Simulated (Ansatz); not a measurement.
A one-shot G0W0 calculation of zincblende BN with the plane-wave code Ansatz, at the level G0W0@PBE with 35 empty bands, a screening cutoff of 120 eV and a 6×6×6 mesh. The cell was relaxed beforehand with r2SCAN.

input.yaml:
```yaml
crystal:
  lattice:
    - [0.0, 1.8048254656, 1.8048254656]
    - [1.8048254656, 0.0, 1.8048254656]
    - [1.8048254656, 1.8048254656, 0.0]
  atoms:
    - { symbol: B, position: [0.0, 0.0, 0.0] }
    - { symbol: "N", position: [0.25, 0.25, 0.25] }
kpoints:
  mp_grid: { grid: [6, 6, 6] }
hamiltonian:
  xc: pbe
scf:
  occupations: { method: fixed }
gw:
  n_empty_bands: 35
  ecut_chi: 120
  qp_bands: [v2, c2]
  qp_kpoints: band_edges
  screening: { model: contour_deformation }
```

Run as `ansatz run input.yaml --threads 2 --pin off --max-ram 2211MiB --backend cpu --events-out ev --progress --plain --runs-dir out`. Wall time 3.2 s on 2 threads of Arm Neoverse V1, with other jobs on the host, load about 0.8 per core; peak host memory 0.21 GiB.

Problem. What will the output look like, and what does it show?

Solution. Output, abridged:
```
Functional definition: PBE
  parameter kappa = 0.804
  parameter beta = 0.06672455060314922
  exchange = pbe_x(kappa = kappa, mu = beta*pi^2/3)
  correlation = pbe_c(beta = beta)
Crystal: 2 atoms, lattice volume = 11.758 Å³
Basis set: ecut = 420 eV, 259 PW (Γ)
Bands: 8, of which v1, the nominal top of the filled ones, is band 4 counted from 1 (3 counted from 0)
Symmetry: 24 space group operations
Space group: F-43m (ITA 216)
k-points: 16 of 216 (time reversal used)
preconditioner: auto → none  [insulator: Δε(μ)=4.478 eV  ℏωp=30.6 eV]
SCF converged after 6 iterations
Free energy (F): -542.269921 eV
Fermi energy:    11.254098 eV
--- Band table (eV; the first three rows and the last of 16) ---
  k-point 0: bands = [-9.0292, 11.2541, 11.2541, 11.2541, 20.1040, 20.1040, 20.1040, 21.6475]
  k-point 1: bands = [-8.3566, 8.2343, 10.6318, 10.6318, 20.6350, 21.0181, 21.0181, 23.5411]
  k-point 2: bands = [-6.4850, 3.3600, 9.6860, 9.6860, 21.2079, 21.9422, 21.9422, 25.8328]
  k-point 15: bands = [-3.1861, 3.0366, 5.0344, 5.0765, 19.0474, 23.3130, 26.3839, 28.1020]
--- G₀W₀: contour deformation, 6 samples at zero and on the imaginary axis and 2 off it, 216 q-points, 35 empty bands' worth ---
    ik  band        ε_KS         Σx   Σc(E_QP)       V_xc       Z   E_QP_lin       E_QP  E_QP is
     0     3     11.2541   -22.9209     2.9618   -19.3036  0.8274    10.5969    10.5986  root
     0     4     11.2541   -22.9209     2.9618   -19.3036  0.8274    10.5969    10.5986  root
     0     5     20.1040    -7.9373    -5.3472   -14.6968  0.8391    21.5259    21.5163  root
     0     6     20.1040    -7.9373    -5.3472   -14.6968  0.8391    21.5259    21.5163  root
     1     3     10.6318   -22.6768     3.0557   -18.8968  0.8263     9.9054     9.9075  root
     1     4     10.6318   -22.6768     3.0557   -18.8968  0.8263     9.9054     9.9075  root
     1     5     20.6350    -9.0488    -5.3923   -15.7478  0.8351    21.9503    21.9416  root
     1     6     21.0181    -8.0733    -5.5461   -15.1035  0.8343    22.5136    22.5022  root
     2     3      9.6860   -22.5952     3.2820   -18.4833  0.8235     8.8529     8.8561  root
     2     4      9.6860   -22.5952     3.2820   -18.4833  0.8235     8.8529     8.8561  root
     2     5     21.2079    -9.7862    -5.4747   -16.4984  0.8324    22.4535    22.4454  root
     2     6     21.9422    -7.8355    -5.7202   -15.0464  0.8317    23.4452    23.4329  root
     3     3      9.3045   -22.6260     3.3890   -18.3653  0.8222     8.4292     8.4328  root
     3     4      9.3045   -22.6260     3.3890   -18.3653  0.8222     8.4292     8.4328  root
     3     5     21.4486   -10.0742    -5.4980   -16.7848  0.8314    22.6690    22.6612  root
     3     6     21.9973    -7.6324    -5.6736   -14.7463  0.8337    23.4490    23.4376  root
     4     3      9.4972   -22.2685     3.2368   -18.1853  0.8238     8.6475     8.6508  root
     4     4      9.4972   -22.2685     3.2368   -18.1853  0.8238     8.6475     8.6508  root
     4     5     19.0374    -8.1160    -5.1250   -14.4428  0.8428    20.2455    20.2391  root
     4     6     22.6009    -8.4619    -5.8643   -15.9420  0.8257    24.2326    24.2167  root
     9     3      7.2043   -22.2205     3.8043   -17.3404  0.8150     6.1217     6.1285  root
     9     4      7.2043   -22.2205     3.8043   -17.3404  0.8150     6.1217     6.1285  root
     9     5     16.9743    -8.0506    -4.7417   -13.7085  0.8494    17.8938    17.8905  root
     9     6     21.5933    -7.7944    -5.2937   -14.1393  0.8429    22.6500    22.6446  root
    12     3      6.3270   -22.2936     4.0371   -17.1067  0.8106     5.1690     5.1772  root
    12     4      6.3270   -22.2936     4.0371   -17.1067  0.8106     5.1690     5.1772  root
    12     5     15.7287    -8.0224    -4.5007   -13.3021  0.8532    16.5100    16.5078  root
    12     6     20.5231    -7.9207    -5.0710   -13.9407  0.8481    21.4761    21.4720  root
    14     3      5.1739   -22.7188     4.4342   -16.9826  0.8024     3.8591     3.8719  root
    14     4      6.7384   -21.8244     3.8133   -16.8911  0.8141     5.6110     5.6185  root
    14     5     20.7706    -8.4474    -5.2137   -14.8761  0.8369    21.9932    21.9857  root
    14     6     23.0999    -7.9783    -6.0158   -15.3637  0.8255    24.4819    24.4696  root
```
Iteration counts and the last digits belong to this one run.

The rows of the band table are 0: (0, 0, 0) = Γ, 1: (0, 0, 1/6), 2: (0, 0, 1/3), 15: (1/6, -1/2, -1/3).

The points are ik 0 = (0, 0, 0) (Γ), ik 1 = (0, 0, 1/6), ik 2 = (0, 0, 1/3), ik 3 = (0, 0, -1/2) (L), ik 4 = (0, 1/6, 1/6), ik 9 = (0, 1/3, 1/3), ik 12 = (0, -1/2, -1/2) (X), ik 14 = (1/6, 1/3, -1/3); band 4 is the last filled one.

The quasiparticle gap on this mesh is 5.91 eV (Γ to X), against 4.47 eV from PBE: +1.44 eV. Renormalisation factors Z lie between 0.80 and 0.85. No extrapolation in bands, cutoff or mesh was made for G0W0.

Spin-unpolarised throughout; all numbers are computed.
